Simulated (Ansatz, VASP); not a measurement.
# Two plane-wave programs on Zn

```xyz
4
Lattice="2.8988 -1.3038 0.0000 2.8988 1.3038 0.0000 0.0000 0.0000 8.7643" Properties=species:S:1:pos:R:3 pbc="T T T"
Zn    2.8988   -0.6520    1.0955
Zn    2.8988   -0.6518    5.4777
Zn    2.8988    0.6520    7.6688
Zn    2.8988    0.6518    3.2866
```

Alike in both runs: functional PBE; k mesh 6 × 6 × 4; occupations gaussian, width 0.1 eV; no spin polarisation.

Ansatz relaxed the structure, and its values are those at the end. VASP's run is a single point on that final structure, the one shown.

|  | VASP | Ansatz |
| --- | --- | --- |
| version | VASP 6.6.1 | Ansatz 0.2.0 |
| potentials or method | VASP PAW PBE potentials, release 64 (Zn) | scalar-relativistic, plane waves, PAW |
| plane-wave cutoff (eV) | 520 | 420 |
| valence electrons in the cell | 48 | 48 |

Ansatz gave:

* gap on the k mesh at the Fermi level (eV): none
* pressure (GPa): 0.2

**Question.** Estimate VASP's values.

**Answer.** gap on the k mesh at the Fermi level (eV): none; pressure (GPa): 0.6.

A gap of «none» marks a metal or a gap that the smearing closes.

Caveats: the k mesh is coarse (spacing up to 0.44 Å⁻¹), so the values aren't converged.
